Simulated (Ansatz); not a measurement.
Si (Fd-3m) from a database structure (r2SCAN geometry), in Ansatz:

```xyz
2
Lattice="0.0000 2.7221 2.7221 2.7221 0.0000 2.7221 2.7221 2.7221 0.0000" Properties=species:S:1:pos:R:3 pbc="T T T"
Si    1.3611    1.3611    1.3611
Si    0.0000    0.0000    0.0000
```

G0W0@PBE with 151 empty bands, a screening cutoff of 140 eV and a 4×4×4 mesh (PAW, contour deformation) gives 1.175 eV over the mesh points, from a PBE gap of 0.706 eV; it sums over 155 bands with 169 plane waves in the screening and a wave cutoff of 420 eV. No extrapolation in bands, cutoff or mesh was made for G0W0. The values are computed, spin-unpolarised, and not measurements.

Problem. Estimate the gap with starting point HSE06.

Solution. 1.434 eV (+0.259 eV), from a Kohn-Sham gap of 1.327 eV.

Problem. Another run gave a Kohn-Sham gap of 0.706 eV and a G0W0 gap of 1.142 eV, summing over 155 bands with 169 plane waves in the screening and a wave cutoff of 420 eV. What was changed?

Solution. Frequency model Godby-Needs pole. Only the quasiparticle gap differs.
